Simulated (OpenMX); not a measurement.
BeTe under changes of volume

One of the cells (21.254 Å³/atom); the others are scaled copies at fixed shape and fractional positions:

```
CELL_PARAMETERS angstrom
0.00000 2.77000 2.77000
2.77000 0.00000 2.77000
2.77000 2.77000 0.00000
ATOMIC_POSITIONS crystal
Te 0.75000 0.75000 0.75000
Be 0.00000 0.00000 0.00000
```

```yaml
Program: OpenMX 3.8.5
Functional: LDA
Potentials_or_basis: OpenMX 2013 LDA set, Te7.0-s3p2d2f1, Be7.0-s2p2, fixed grid of 42 × 42 × 42 points
k_mesh: 9 × 9 × 9
Occupations: fermi-dirac, width 0.05 eV
Spin: no spin polarisation
```

```tsv
volume (Å³/atom)	energy over the lowest point (meV/atom)	gap on the mesh (eV)
19.979	35.37	1.77
20.404	20.10	1.81
20.829	9.43	1.86
21.254	2.84	1.90
21.679	0.00	1.94
22.104	?	?
22.529	4.20	2.01
```

Q: What does the run at 22.104 Å³/atom give?

A: Energy over the lowest point 0.59 meV/atom; gap on the mesh 1.97 eV.

Worked out: A Birch-Murnaghan fit of order 3 (a polynomial in V^(-2/3)) to the other rows has its minimum at 21.82 Å³/atom with B0 = V·E''(V) = 64 GPa and B' = 4.0. It gives 0.56 meV/atom at 22.104 Å³/atom, against the run's 0.59. A straight line through the other rows of the gap, of slope 2.02 eV per unit of ln V, gives 1.98 eV, against the run's 1.97.

Energies are extrapolated to zero smearing.

Caveats: the basis has few d functions beyond the semicore shells, which can make volumes several per cent too large; spin-orbit coupling is left out, which moves the levels of the heavy elements; an odd mesh through Γ misses points on the zone boundary, where band edges often lie; the basis of atomic orbitals isn't converged, which shifts pressures, moduli and gaps.
